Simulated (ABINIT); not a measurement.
Ga:

```
Ga
1.0
     1.45000   -4.06500    0.00000
     1.45000    4.06500    0.00000
     0.00000    0.00000    3.17000
Ga
2
Direct
  0.13300 0.86700 0.75000
  0.86700 0.13300 0.25000
```

This isn't the form of Ga at room conditions, which is orthorhombic.

Base run:

| Quantity | Value |
| --- | --- |
| Program | ABINIT 10.8.3 (patched build) |
| Functional | PBE |
| Potentials or basis | SG15 NC PBE v1.2 |
| Cutoff | 1687 eV |
| k mesh | 8 × 8 × 6 |
| Occupations | fermi-dirac, width 0.05 eV |
| Spin | no spin polarisation |

Its results: band gap on the k mesh none (metal or under the smearing width); pressure 1.8 GPa; largest force 0.139 eV/Å.

Question: The run is repeated on the same cell with these changes: potentials or basis from SG15 NC PBE v1.2 to PseudoDojo NC SR PBE v0.4.1 standard; cutoff from 1687 eV to 1088 eV. What comes out?

Answer: Band gap on the k mesh none (metal or under the smearing width); pressure 2.2 GPa; largest force 0.138 eV/Å.
